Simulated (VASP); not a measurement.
# SnSe (Fm-3m) in VASP: further runs

The runs below take SnSe through single point, relaxation of cell and atoms, with LDA.

Program: VASP 6.6.1. These are calculated values, not measurements. Logs are shortened: lines on timing, memory, paths and dates and some standing lists are left out, and cuts for length are marked.

## Step 1: The crystal as given

Symmetry: Fm-3m, No. 225, cubic system. The conventional cell has a = 5.978 Å, b = 5.978 Å, c = 5.978 Å, α = 90.00°, β = 90.00°, γ = 90.00°. Sn (site symmetry m-3m) has 6 Se at 2.99 Å as nearest neighbours. Se (site symmetry m-3m) is surrounded by 6 Sn at 2.99 Å.

Measurements of this composition are mostly on another form, of space group No. 62.

## Step 2: Single point, LDA (relaxed again under DFT LDA, scalar-relativistic, plane waves, PAW)

The input, INCAR:

```
SYSTEM = SnSe
PREC = Accurate
ENCUT = 520
EDIFF = 1E-6
ISMEAR = 0
SIGMA = 0.02
LREAL = .False.
LASPH = .True.
NELM = 80
ALGO = Normal
ISIF = 2
LWAVE = .False.
LCHARG = .False.
GGA = CA
NBANDS = 17
```

The input, KPOINTS:

```
regular mesh
0
Gamma
  10 10 10
  0 0 0
```

The input, POSCAR:

```
SnSe
1.0
    0.0000000000      2.9484190393      2.9484190393
    2.9484190393      0.0000000000      2.9484190393
    2.9484190393      2.9484190393      0.0000000000
Sn Se
1 1
Direct
    0.0000000000      0.0000000000      0.0000000000
    0.5000000000      0.5000000000      0.5000000000
```

Potentials or basis: VASP PAW LDA potentials, release 64 (Sn_d, Se).

Run with:

```
> cat potpaw_LDA.64/Sn_d/POTCAR potpaw_LDA.64/Se/POTCAR > POTCAR
> mpirun -np 1 vasp_std > vasp.out
```

OUTCAR:

```text
SYSTEM = SnSe
   PREC = Accurate
   ENCUT = 520
   EDIFF = 1E-6
   ISMEAR = 0
   LREAL = .False.
   LASPH = .True.
   NELM = 80
   ISIF = 2
   GGA = CA

 ion  position               nearest neighbor table
   1  0.000  0.000  0.000-   2 2.95   2 2.95   2 2.95   2 2.95   2 2.95   2 2.95
   2  0.500  0.500  0.500-   1 2.95   1 2.95   1 2.95   1 2.95   1 2.95   1 2.95

  LATTYP: Found a face centered cubic cell.
 ALAT       =     5.8968380786

  Lattice vectors:

 A1 = (   0.0000000000,   2.9484190393,   2.9484190393)
 A2 = (   2.9484190393,   0.0000000000,   2.9484190393)
 A3 = (   2.9484190393,   2.9484190393,   0.0000000000)

Analysis of symmetry for initial positions (statically):
=====================================================================
 Subroutine PRICEL returns:
 Original cell was already a primitive cell.

 Routine SETGRP: Setting up the symmetry group for a
 face centered cubic supercell.

 Subroutine GETGRP returns: Found 48 space group operations
 (whereof 48 operations were pure point group operations)
 out of a pool of 48 trial point group operations.

The static configuration has the point symmetry O_h .

Analysis of symmetry for dynamics (positions and initial velocities):
=====================================================================
 Subroutine PRICEL returns:
 Original cell was already a primitive cell.

 Routine SETGRP: Setting up the symmetry group for a
 face centered cubic supercell.

 Subroutine GETGRP returns: Found 48 space group operations
 (whereof 48 operations were pure point group operations)
 out of a pool of 48 trial point group operations.

The dynamic configuration has the point symmetry O_h .

 Subroutine INISYM returns: Found 48 space group operations
 (whereof 48 operations are pure point group operations),
 and found     1 'primitive' translations

----------------------------------------------------------------------------------------

                                     Primitive cell

  volume of cell :      51.2622

  direct lattice vectors                    reciprocal lattice vectors
     0.000000000  2.948419039  2.948419039    -0.169582408  0.169582408  0.169582408
     2.948419039  0.000000000  2.948419039     0.169582408 -0.169582408  0.169582408
     2.948419039  2.948419039  0.000000000     0.169582408  0.169582408 -0.169582408

  length of vectors
     4.169694193  4.169694193  4.169694193     0.293725346  0.293725346  0.293725346

  position of ions in fractional coordinates (direct lattice)
     0.000000000  0.000000000  0.000000000
     0.500000000  0.500000000  0.500000000

  ion indices of the primitive-cell ions
   primitive index   ion index
                 1           1
                 2           2

----------------------------------------------------------------------------------------

 KPOINTS: regular mesh

Automatic generation of k-mesh.
 Grid dimensions read from file:
 generate k-points for:   10   10   10

 Generating k-lattice:

  Cartesian coordinates                     Fractional coordinates (reciprocal lattice)
    -0.016958241  0.016958241  0.016958241     0.100000000  0.000000000  0.000000000
     0.016958241 -0.016958241  0.016958241     0.000000000  0.100000000  0.000000000
     0.016958241  0.016958241 -0.016958241     0.000000000  0.000000000  0.100000000

  Length of vectors
     0.029372535  0.029372535  0.029372535

  Shift w.r.t. Gamma in fractional coordinates (k-lattice)
     0.000000000  0.000000000  0.000000000

 Subroutine IBZKPT returns following result:
 ===========================================

 Found     47 irreducible k-points:

 Following reciprocal coordinates:
            Coordinates               Weight
  0.000000  0.000000  0.000000      1.000000
  0.100000  0.000000  0.000000      8.000000
  0.200000  0.000000  0.000000      8.000000
  0.300000  0.000000  0.000000      8.000000
  0.400000  0.000000  0.000000      8.000000
  0.500000  0.000000  0.000000      4.000000
[... 16 lines left out ...]
  0.300000  0.300000  0.000000      6.000000
  0.400000  0.300000  0.000000     24.000000
 [... further k-points ...]
   k-points           NKPTS =     47   k-points in BZ     NKDIM =     47   number of bands    NBANDS=     17
   number of dos      NEDOS =    301   number of ions     NIONS =      2
   total plane-waves  NPLWV =  32768
   dimension x,y,z NGX =    32 NGY =   32 NGZ =   32
   dimension x,y,z NGXF=    64 NGYF=   64 NGZF=   64
   ions per type =               1   1
   NGX,Y,Z   is equivalent  to a cutoff of  12.76, 12.76, 12.76 a.u.
   NGXF,Y,Z  is equivalent  to a cutoff of  25.52, 25.52, 25.52 a.u.
 SYSTEM =  SnSe
   PREC   = accura    normal or accurate (medium, high low for compatibility)
   ISTART =      0    job   : 0-new  1-cont  2-samecut
   ICHARG =      2    charge: 1-file 2-atom 10-const
   ISPIN  =      1    spin polarized calculation?
   LNONCOLLINEAR =      F non collinear calculations
   LSORBIT =      F    spin-orbit coupling
   LASPH  =      T    aspherical Exc in radial PAW
   ENCUT  =  520.0 eV  38.22 Ry    6.18 a.u.   7.75  7.75  7.75*2*pi/ulx,y,z
   NELM   =     80;   NELMIN=  2; NELMDL= -5     # of ELM steps
   EDIFF  = 0.1E-05   stopping-criterion for ELM
   LREAL  =      F    real-space projection
   EDIFFG = 0.1E-04   stopping-criterion for IOM
   NSW    =      0    number of steps for IOM
   IBRION =     -1    ionic relax: 0-MD 1-quasi-New 2-CG
   NFREE  =      0    steps in history (QN), initial steepest desc. (CG)
   ISIF   =      2    stress and relaxation
   ISYM   =      2    0-nonsym 1-usesym 2-fastsym
   POTIM  = 0.5000    time-step for ionic-motion
   TEBEG  =    0.0;   TEEND  =   0.0 temperature during run
   PSTRESS=    0.0 pullay stress
   NELECT =      20.0000    total number of electrons
   NUPDOWN=      -1.0000    fix difference up-down
   EMIN   =  10.00;   EMAX   =-10.00  energy-range for DOS
   EFERMI =   0.00;   METHOD = LEGACY
   ISMEAR =     0;   SIGMA  =   0.02  broadening in eV -4-tet -1-fermi 0-gaus
   EFERMI_NEDOS =   21; number of points for ismear=-14 and -15
   IALGO  =     38    algorithm
   IMIX   =      4    mixing-type and parameters
     AMIX     =   0.40;   BMIX     =  1.00
     AMIX_MAG =   1.60;   BMIX_MAG =  1.00
  volume/ion in A,a.u.               =      25.63       172.97
  Fermi-wavevector in a.u.,A,eV,Ry     =   1.196242  2.260569 19.469860  1.430994
  Thomas-Fermi vector in A             =   2.332187
   LORBIT       =      0    0 simple, 1 ext, 2 COOP (PROOUT), +10 PAW based schemes
   GGA     = CA    functional components
   LHFCALC =     F    Hartree Fock is set to
   AEXX    =    0.0000 exact exchange contribution
   IVDW    =     0    specifies the selected vdW correction
   LEPSILON=     F    determine dielectric tensor
   LRPA    =     F    only Hartree local field effects (RPA)
 non-spin polarized calculation
 Gauss-broadening in eV      SIGMA  =   0.02
  energy-cutoff  :      520.00
  volume of cell :       51.26
 maximum number of plane-waves:      1411
   NGX = 15   NGY = 15   NGZ = 15

 number of electron      19.9999999 magnetization

 Free energy of the ion-electron system (eV)
  ---------------------------------------------------
  ext. energy  EPLUGINS =         0.00000000
  ---------------------------------------------------
  free energy    TOTEN  =        -9.50102138 eV

  energy without entropy =       -9.50102138  energy(sigma->0) =       -9.50102138

 E-fermi :   6.2983     XC(G=0): -10.1583

 val. band max:        6.1519524913   @ k =  -0.2000   0.2000   0.0000
 cond. band min:       6.5806549734   @ k =  -0.4000   0.1000   0.0000
 fundamental gap:      0.4287024821
 Fermi energy:         6.2983042784

 k-point     1 :       0.0000    0.0000    0.0000
  band No.  band energies     occupation
      1     -15.3507      2.00000
      2     -15.3507      2.00000
      3     -15.3459      2.00000
      4     -15.3459      2.00000
      5     -15.3459      2.00000
      6      -8.1589      2.00000
[... 9 lines left out ...]
     16      11.9371      0.00000
     17      14.1764      0.00000

 k-point     2 :       0.1000    0.0000    0.0000
  band No.  band energies     occupation
      1     -15.3514      2.00000
      2     -15.3514      2.00000
      3     -15.3456      2.00000
      4     -15.3446      2.00000
      5     -15.3446      2.00000
      6      -8.0794      2.00000
[... 9 lines left out ...]
     16      12.1994      0.00000
     17      15.0646      0.00000

 k-point     3 :       0.2000    0.0000    0.0000
  band No.  band energies     occupation
      1     -15.3539      2.00000
      2     -15.3539      2.00000
      3     -15.3448      2.00000
      4     -15.3406      2.00000
      5     -15.3406      2.00000
      6      -7.8545      2.00000
[... 9 lines left out ...]
     16      12.8637      0.00000
     17      16.8164      0.00000

 k-point     4 :       0.3000    0.0000    0.0000
  band No.  band energies     occupation
      1     -15.3572      2.00000
      2     -15.3572      2.00000
      3     -15.3440      2.00000
      4     -15.3353      2.00000
      5     -15.3353      2.00000
      6      -7.5318      2.00000
[... 9 lines left out ...]
     16      13.8888      0.00000
     17      18.4001      0.00000

 k-point     5 :       0.4000    0.0000    0.0000
  band No.  band energies     occupation
      1     -15.3600      2.00000
      2     -15.3600      2.00000
      3     -15.3433      2.00000
      4     -15.3310      2.00000
      5     -15.3310      2.00000
      6      -7.2167      2.00000
[... 9 lines left out ...]
     16      15.2280      0.00000
     17      17.5028      0.00000

 k-point     6 :       0.5000    0.0000    0.0000
  band No.  band energies     occupation
      1     -15.3610      2.00000
      2     -15.3610      2.00000
      3     -15.3430      2.00000
      4     -15.3294      2.00000
      5     -15.3294      2.00000
      6      -7.0774      2.00000
[... 9 lines left out ...]
     16      16.4471      0.00000
     17      16.4598      0.00000

 k-point     7 :       0.1000    0.1000    0.0000
  band No.  band energies     occupation
      1     -15.3533      2.00000
      2     -15.3497      2.00000
      3     -15.3468      2.00000
      4     -15.3437      2.00000
      5     -15.3437      2.00000
      6      -8.0528      2.00000
[... 9 lines left out ...]
     16      12.7036      0.00000
     17      14.5571      0.00000

 k-point     8 :       0.2000    0.1000    0.0000
  band No.  band energies     occupation
      1     -15.3564      2.00000
      2     -15.3503      2.00000
      3     -15.3468      2.00000
      4     -15.3410      2.00000
      5     -15.3400      2.00000
      6      -7.8757      2.00000
[... 9 lines left out ...]
     16      13.4175      0.00000
     17      15.4587      0.00000
[... 203 lines left out ...]
      1     -15.3703      2.00000
      2     -15.3533      2.00000
      3     -15.3432      2.00000
      4     -15.3322      2.00000
      5     -15.3277      2.00000
      6      -6.9732      2.00000
[... 9 lines left out ...]
     16      16.7312      0.00000
     17      17.3085      0.00000

 k-point    20 :      -0.4000    0.2000    0.0000
  band No.  band energies     occupation
      1     -15.3677      2.00000
      2     -15.3558      2.00000
      3     -15.3399      2.00000
      4     -15.3332      2.00000
      5     -15.3293      2.00000
      6      -6.9377      2.00000
[... 9 lines left out ...]
     16      15.2066      0.00000
     17      18.1627      0.00000

 k-point    21 :      -0.3000    0.2000    0.0000
  band No.  band energies     occupation
      1     -15.3631      2.00000
      2     -15.3571      2.00000
      3     -15.3402      2.00000
      4     -15.3333      2.00000
      5     -15.3332      2.00000
      6      -7.1266      2.00000
[... 9 lines left out ...]
     16      15.5904      0.00000
     17      17.1797      0.00000

 k-point    22 :      -0.2000    0.2000    0.0000
  band No.  band energies     occupation
      1     -15.3581      2.00000
      2     -15.3571      2.00000
      3     -15.3427      2.00000
      4     -15.3373      2.00000
      5     -15.3338      2.00000
      6      -7.4219      2.00000
[... 9 lines left out ...]
     16      15.7397      0.00000
     17      16.1256      0.00000

 k-point    23 :       0.3000    0.3000    0.0000
  band No.  band energies     occupation
      1     -15.3741      2.00000
      2     -15.3518      2.00000
      3     -15.3440      2.00000
      4     -15.3307      2.00000
      5     -15.3307      2.00000
      6      -7.3207      2.00000
[... 9 lines left out ...]
     16      16.4948      0.00000
     17      16.5134      0.00000

 k-point    24 :       0.4000    0.3000    0.0000
  band No.  band energies     occupation
      1     -15.3792      2.00000
      2     -15.3516      2.00000
      3     -15.3443      2.00000
      4     -15.3282      2.00000
      5     -15.3272      2.00000
      6      -7.0778      2.00000
[... 9 lines left out ...]
     16      17.0548      0.00000
     17      17.7304      0.00000

 [... further k-points ...]
[... 5 lines left out ...]
  --------------------------------------------------------------------------------------
  -------------------------------------------------------------------------------------
  Total        0.0414027      0.0414027      0.0414027     -0.0000000      0.0000000      0.0000000
  in kB        1.2940206      1.2940206      1.2940206     -0.0000000      0.0000000      0.0000000
  external PRESSURE =       1.2940206 kB  Pullay stress =       0.0000000 kB

 VOLUME and BASIS-vectors are now :
 -----------------------------------------------------------------------------
  energy-cutoff  :      520.00
  volume of cell :       51.26
      direct lattice vectors                 reciprocal lattice vectors
     0.000000000  2.948419039  2.948419039    -0.169582408  0.169582408  0.169582408
     2.948419039  0.000000000  2.948419039     0.169582408 -0.169582408  0.169582408
     2.948419039  2.948419039  0.000000000     0.169582408  0.169582408 -0.169582408

 POSITION                                       TOTAL-FORCE (eV/Angst)
 -----------------------------------------------------------------------------------
      0.00000      0.00000      0.00000        -0.000000     -0.000000     -0.000000
      2.94842      2.94842      2.94842         0.000000      0.000000      0.000000
 -----------------------------------------------------------------------------------
    total drift:                                0.000000     -0.000000     -0.000000

  FREE ENERGIE OF THE ION-ELECTRON SYSTEM (eV)
  ---------------------------------------------------
  free  energy   TOTEN  =        -9.5010213825 eV

  energy  without entropy=       -9.5010213825  energy(sigma->0) =       -9.50102138
```

Wall time 30 s (1 thread of Intel Xeon Platinum 8375C at 2.90GHz (Ice Lake), shared host); peak memory 0.17 GiB.

Results:

- Free energy: -9.5010 eV
- Pressure: 0.1 GPa
- Band gap on the k mesh: 0.43 eV, indirect (least direct gap 0.57 eV)

Caveat: spin-orbit coupling is left out, which moves the levels of the heavy elements. A k mesh can miss the band edges.

(Continued in part 2 of 2.)
